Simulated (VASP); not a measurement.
# Ag in VASP: further runs

One slab, Ag, is run at these levels: PBEsol, PBE+dDsC; tasks: relaxation of the atoms.

All numbers are computed with VASP 6.6.1; they aren't measurements. Logs are shortened: lines on timing, memory, paths and dates and some standing lists are left out, and cuts for length are marked.

## Step 1: The cell of the first run

The cell holds a slab with vacuum, 6 atoms: a = 2.889 Å, b = 2.889 Å, c = 25.215 Å, α = 90.00°, β = 90.00°, γ = 90.00°.

The slab is cut from a database's or a generator's crystal, which needn't be the stable form of the element.

## Step 2: Relaxation of the atoms, PBEsol (the (1 0 0) slab of Ag, cut from the database cell, not relaxed)

Contents of INCAR:

```
SYSTEM = Ag
PREC = Accurate
ENCUT = 520
EDIFF = 1E-6
ISMEAR = 0
SIGMA = 0.05
LREAL = .FALSE.
LASPH = .TRUE.
NELM = 80
ALGO = Normal
ISIF = 2
LWAVE = .FALSE.
LCHARG = .FALSE.
LDIPOL = .TRUE.
IDIPOL = 3
DIPOL = 0.5 0.5 0.500
GGA = PS
IBRION = 2
NSW = 60
EDIFFG = -0.005
```

Contents of KPOINTS:

```
Automatic mesh
0
G
  9 9 1
  0 0 0
```

Contents of POSCAR:

```
Ag
1.0
    2.8893797293      0.0000000000      0.0000000000
    0.0000000000      2.8893797293      0.0000000000
    0.0000000000      0.0000000000     25.2155000000
Ag
6
Selective dynamics
Direct
    0.5000000000      0.5000000000      0.2974361008  F F F
    0.0000000000      0.0000000000      0.3784616605  F F F
    0.5000000000      0.5000000000      0.4594872202  F F F
    0.0000000000      0.0000000000      0.5405127798  T T T
    0.5000000000      0.5000000000      0.6215383395  T T T
    0.0000000000      0.0000000000      0.7025638992  T T T
```

Potentials or basis: VASP PAW PBE potentials, release 64 (Ag).

Command:

```
> cat potpaw_PBE.64/Ag/POTCAR > POTCAR
> mpirun -np 1 vasp_std > vasp.out
```

OUTCAR:

```text
SYSTEM = Ag
   PREC = Accurate
   ENCUT = 520
   EDIFF = 1E-6
   ISMEAR = 0
   LREAL = .FALSE.
   LASPH = .TRUE.
   NELM = 80
   ISIF = 2
   GGA = PS
   IBRION = 2
   NSW = 60
   EDIFFG = -0.005

 ion  position               nearest neighbor table
   1  0.500  0.500  0.297-   2 2.89   2 2.89   2 2.89   2 2.89
   2  0.000  0.000  0.378-   1 2.89   3 2.89   1 2.89   3 2.89   1 2.89   3 2.89   1 2.89   3 2.89

   3  0.500  0.500  0.459-   4 2.89   4 2.89   4 2.89   4 2.89   2 2.89   2 2.89   2 2.89   2 2.89

   4  0.000  0.000  0.541-   3 2.89   3 2.89   3 2.89   3 2.89   5 2.89   5 2.89   5 2.89   5 2.89

   5  0.500  0.500  0.622-   4 2.89   6 2.89   4 2.89   6 2.89   4 2.89   6 2.89   4 2.89   6 2.89

   6  0.000  0.000  0.703-   5 2.89   5 2.89   5 2.89   5 2.89

  LATTYP: Found a simple tetragonal cell.
 ALAT       =     2.8893797293
 C/A-ratio  =     8.7269595423

  Lattice vectors:

 A1 = (   2.8893797293,   0.0000000000,   0.0000000000)
 A2 = (   0.0000000000,   2.8893797293,   0.0000000000)
 A3 = (   0.0000000000,   0.0000000000,  25.2155000000)

Analysis of symmetry for initial positions (statically):
=====================================================================
 Subroutine PRICEL returns:
 Original cell was already a primitive cell.

 Routine SETGRP: Setting up the symmetry group for a
 simple tetragonal supercell.

 Subroutine GETGRP returns: Found 16 space group operations
 (whereof  8 operations were pure point group operations)
 out of a pool of 16 trial point group operations.

The static configuration has the point symmetry C_4v.
 The point group associated with its full space group is D_4h.

Analysis of symmetry for dynamics (positions and initial velocities):
=====================================================================
 Subroutine PRICEL returns:
 Original cell was already a primitive cell.

 Routine SETGRP: Setting up the symmetry group for a
 simple tetragonal supercell.

 Subroutine GETGRP returns: Found 16 space group operations
 (whereof  8 operations were pure point group operations)
 out of a pool of 16 trial point group operations.
[... 160 lines left out ...]
  ext. energy  EPLUGINS =         0.00000000
  ---------------------------------------------------
  free energy    TOTEN  =       -18.70803196 eV

  energy without entropy =      -18.70561186  energy(sigma->0) =      -18.70682191

------------------------ aborting loop because EDIFF is reached ----------------------------------------

  FORCE on cell =-STRESS in cart. coord.  units (eV):
  Direction    XX          YY          ZZ          XY          YZ          ZX
  --------------------------------------------------------------------------------------
  -------------------------------------------------------------------------------------
  Total       -3.2465580     -3.2465580     -2.0090177      0.0000000      0.0000000     -0.0000000
  in kB      -24.7090993    -24.7090993    -15.2903534      0.0000000      0.0000000     -0.0000000
  external PRESSURE =     -21.5695173 kB  Pullay stress =       0.0000000 kB
[... 101 lines left out ...]
  FREE ENERGIE OF THE ION-ELECTRON SYSTEM (eV)
  ---------------------------------------------------
  free  energy   TOTEN  =       -18.7185582687 eV

  energy  without entropy=      -18.7162878815  energy(sigma->0) =      -18.71742308

 dipolmoment           0.000000      0.000000      0.003630 electrons x Angstroem

[... ionic steps 4 to 13 ...]

--------------------------------------- Ionic step       14  -------------------------------------------

 number of electron      65.9999981 magnetization

------------------------ aborting loop because EDIFF is reached ----------------------------------------
[... 37 lines left out ...]
 number of electron      65.9999981 magnetization

------------------------ aborting loop because EDIFF is reached ----------------------------------------

 vacuum level on the upper side and lower side of the slab       (xc-potential included)        -0.024         0.003

  FORCE on cell =-STRESS in cart. coord.  units (eV):
  Direction    XX          YY          ZZ          XY          YZ          ZX
  --------------------------------------------------------------------------------------
  -------------------------------------------------------------------------------------
  Total       -2.6098844     -2.6098844     -0.9145969      0.0000000      0.0000000      0.0000000
  in kB      -19.8634657    -19.8634657     -6.9608691      0.0000000      0.0000000      0.0000000
  external PRESSURE =     -15.5626002 kB  Pullay stress =       0.0000000 kB
[... 27 lines left out ...]
--------------------------------------- Ionic step       16  -------------------------------------------

 number of electron      65.9999980 magnetization

 dipolmoment           0.000000      0.000000     -0.001232 electrons x Angstroem

 Free energy of the ion-electron system (eV)
  ---------------------------------------------------
  ext. energy  EPLUGINS =         0.00000000
  ---------------------------------------------------
  free energy    TOTEN  =       -18.72496949 eV

  energy without entropy =      -18.72234130  energy(sigma->0) =      -18.72365540

 E-fermi :   1.6858     XC(G=0):  -6.6684

 val. band max:        1.6124055905   @ k =   0.4444   0.2222   0.0000
 cond. band min:       1.7075552022   @ k =   0.4444   0.3333   0.0000
 fundamental gap:      0.0951496117
 Fermi energy:         1.6857796047

 k-point     1 :       0.0000    0.0000    0.0000
  band No.  band energies     occupation
      1      -5.9097      2.00000
      2      -5.1644      2.00000
      3      -4.6501      2.00000
      4      -4.5256      2.00000
      5      -4.4362      2.00000
      6      -4.2298      2.00000
[... 619 lines left out ...]
     38       8.2857      0.00000
     39       8.4959      0.00000

------------------------ aborting loop because EDIFF is reached ----------------------------------------

 vacuum level on the upper side and lower side of the slab       (xc-potential included)        -0.029        -0.004

  FORCE on cell =-STRESS in cart. coord.  units (eV):
  Direction    XX          YY          ZZ          XY          YZ          ZX
  --------------------------------------------------------------------------------------
  -------------------------------------------------------------------------------------
  Total       -2.6048264     -2.6048264     -0.9051267      0.0000000      0.0000000      0.0000000
  in kB      -19.8249700    -19.8249700     -6.8887931      0.0000000      0.0000000      0.0000000
  external PRESSURE =     -15.5129111 kB  Pullay stress =       0.0000000 kB
[... 21 lines left out ...]
  FREE ENERGIE OF THE ION-ELECTRON SYSTEM (eV)
  ---------------------------------------------------
  free  energy   TOTEN  =       -18.7249694863 eV

  energy  without entropy=      -18.7223413042  energy(sigma->0) =      -18.72365540

 reached required accuracy - stopping structural energy minimisation

 vacuum level on the upper side and lower side of the slab         6.122         6.147
```

OSZICAR:

```text
N       E                     dE             d eps       ncg     rms          rms(c)
DAV:   1     0.425822902283E+03    0.42582E+03   -0.32093E+04  1170   0.152E+03
DAV:   2    -0.657489771754E+01   -0.43240E+03   -0.41285E+03  1268   0.327E+02
DAV:   3    -0.203762055340E+02   -0.13801E+02   -0.13524E+02  1303   0.576E+01
DAV:   4    -0.205789840234E+02   -0.20278E+00   -0.20271E+00  1312   0.727E+00
[... 143 lines left out ...]
DAV:   2    -0.187249722492E+02   -0.15915E-04   -0.17196E-04  1240   0.118E-01    0.135E-02
DAV:   3    -0.187249701975E+02    0.20517E-05   -0.41940E-05  1233   0.811E-02    0.726E-03
DAV:   4    -0.187249710996E+02   -0.90210E-06   -0.26711E-05   788   0.645E-02    0.628E-03
DAV:   5    -0.187249694574E+02    0.16422E-05   -0.19549E-05   761   0.547E-02    0.944E-04
DAV:   6    -0.187249694863E+02   -0.28880E-07   -0.14173E-06   739   0.117E-02
  16 F= -.18724969E+02 E0= -.18723655E+02  d E =-.407273E-05
```

Run time: 14 min. Hardware: 1 thread of Intel Xeon Platinum 8488C (Sapphire Rapids), shared host; peak memory 0.37 GiB.

What came out:

* Free energy: -18.7250 eV
* Energy gained by relaxing: 2.8 meV/atom
* Ionic steps: 16
* Band gap on the k mesh: none (metal or under the smearing width)

Step by step:
| step | energy change (eV) | largest force (eV/Å) | pressure (GPa) |
| --- | --- | --- | --- |
| 1 | 0.0000 | 0.3050 | -2.16 |
| 2 | -0.0052 | 0.3038 | -2.10 |
| 3 | -0.0105 | 0.3010 | -1.96 |
| 4 | -0.0106 | 0.3003 | -1.93 |
| 5 | -0.0119 | 0.3002 | -1.90 |
| 6 | -0.0129 | 0.2999 | -1.84 |
| 7 | -0.0130 | 0.2998 | -1.83 |
| 8 | -0.0138 | 0.2993 | -1.80 |
| 9 | -0.0157 | 0.2978 | -1.72 |
| 10 | -0.0168 | 0.2937 | -1.53 |
| 11 | -0.0169 | 0.2951 | -1.57 |
| 12 | -0.0169 | 0.2939 | -1.54 |
| 13 | -0.0169 | 0.2948 | -1.56 |
| 14 | -0.0169 | 0.2942 | -1.56 |
| 15 | -0.0169 | 0.2948 | -1.56 |
| 16 | -0.0169 | 0.2942 | -1.55 |

Final structure:
```cif
data_structure
_symmetry_space_group_name_H-M 'P 1'
_symmetry_Int_Tables_number 1
_cell_length_a 2.8894
_cell_length_b 2.8894
_cell_length_c 25.2155
_cell_angle_alpha 90.000
_cell_angle_beta 90.000
_cell_angle_gamma 90.000
_cell_volume 210.51
loop_
_atom_site_label
_atom_site_type_symbol
_atom_site_fract_x
_atom_site_fract_y
_atom_site_fract_z
_atom_site_occupancy
Ag1 Ag 0.50000 0.50000 0.29744 1
Ag2 Ag 0.00000 0.00000 0.37846 1
Ag3 Ag 0.50000 0.50000 0.45949 1
Ag4 Ag 0.00000 0.00000 0.53966 1
Ag5 Ag 0.50000 0.50000 0.61952 1
Ag6 Ag 0.00000 0.00000 0.69705 1
```

Levels at points of the mesh, in eV from the Fermi level:
```tsv
k point	band 32	band 33	band 34	band 35	band 36	band 37
(0.00, 0.00, 0.00)	-2.78	-2.70	-2.70	-1.21	0.61	1.59
```

Caveat: the PAW data sets were made with another functional, which shifts forces and pressure a little.

## Step 3: Relaxation of the atoms, PBE+dDsC (the (1 0 0) slab of Ag, cut from the database cell, not relaxed)

Contents of INCAR:

```
PREC = Accurate ; ENCUT = 520
EDIFF = 1E-7 ; ISMEAR = 0
SIGMA = 0.05 ; LREAL = False
LASPH = True ; NELM = 60
ALGO = Fast ; ISIF = 2
LWAVE = False ; LCHARG = False
LDIPOL = True ; IDIPOL = 3
DIPOL = 0.5 0.5 0.500 ; GGA = PE
IVDW = 4 ; IBRION = 2
NSW = 40 ; EDIFFG = -0.01
```

Contents of KPOINTS:

```
Automatic mesh
0
Gamma
  9 9 1
```

POSCAR is that of step 2.

Potentials or basis: VASP PAW PBE potentials, release 64 (Ag).

Command:

```
> cat potpaw_PBE.64/Ag/POTCAR > POTCAR
> mpirun -np 1 vasp_std > vasp.out
```

It took 14 min on 1 thread of Intel Xeon Platinum 8488C (Sapphire Rapids), shared host; peak memory 0.4 GiB.

It converged, with:

```yaml
Free_energy: -17.2420 eV
Energy_gained_by_relaxing: 1.8 meV/atom
Ionic_steps: 12
Band_gap_on_the_k_mesh: none (metal or under the smearing width)
Dispersion_energy_per_atom: -0.295 eV
```

The path:
```
step  energy change (eV)  largest force (eV/Å)  pressure (GPa)
   1              0.0000                0.1345           -0.34
   2             -0.0009                0.1335           -0.33
   3             -0.0016                0.1327           -0.32
   4             -0.0010                0.1305           -0.29
   5             -0.0017                0.1327           -0.31
   6             -0.0023                0.1307           -0.32
   7             -0.0034                0.1299           -0.34
   8             -0.0036                0.1296           -0.35
   9             -0.0046                0.1294           -0.38
  10             -0.0075                0.1309           -0.46
  11             -0.0120                0.1329           -0.61
  12             -0.0110                0.1334           -0.57
```

Final structure:
```xyz
6
Lattice="2.8894 0.0000 0.0000 0.0000 2.8894 0.0000 0.0000 0.0000 25.2155" Properties=species:S:1:pos:R:3 pbc="T T T"
Ag    1.4447    1.4447    7.5000
Ag    0.0000    0.0000    9.5431
Ag    1.4447    1.4447   11.5862
Ag    0.0000    0.0000   13.6710
Ag    1.4447    1.4447   15.7443
Ag    0.0000    0.0000   17.7715
```

Levels at points of the mesh, in eV from the Fermi level:
```csv
k point,band 32,band 33,band 34,band 35,band 36,band 37
"(0.00, 0.00, 0.00)",-2.93,-2.85,-2.85,-1.35,0.45,1.39
```
